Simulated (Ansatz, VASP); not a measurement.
**One calculation of AlRu, two programs**

```
Ru Al
1.0
     2.89413    0.00000    0.00000
    -1.44706    2.50639    0.00000
     0.00000    0.00000    3.89800
Ru Al
1 1
Direct
  0.00000 0.00000 0.00000
  0.33333 0.66667 0.50000
```

Alike in both runs: functional PBE; k mesh 13 × 13 × 12; occupations fermi-dirac, width 0.08 eV; no spin polarisation.

Ansatz relaxed the structure, and its values are those at the end. VASP's run is a single point on that final structure, the one shown.

```csv
,VASP,Ansatz
version,VASP 6.6.1,Ansatz 0.2.0
potentials or method,"VASP PAW PBE potentials, release 64 (Ru_pv, Al)","PAW with Ansatz's default frozen-core files, scalar-relativistic"
plane-wave cutoff (eV),520,420
valence electrons in the cell,17,19
```

|  | VASP | Ansatz | Ansatz less VASP |
| --- | --- | --- | --- |
| pressure (GPa) | -0.2 | -0.1 | +0.10 |

The two sets of potentials don't hold the same shells in valence.
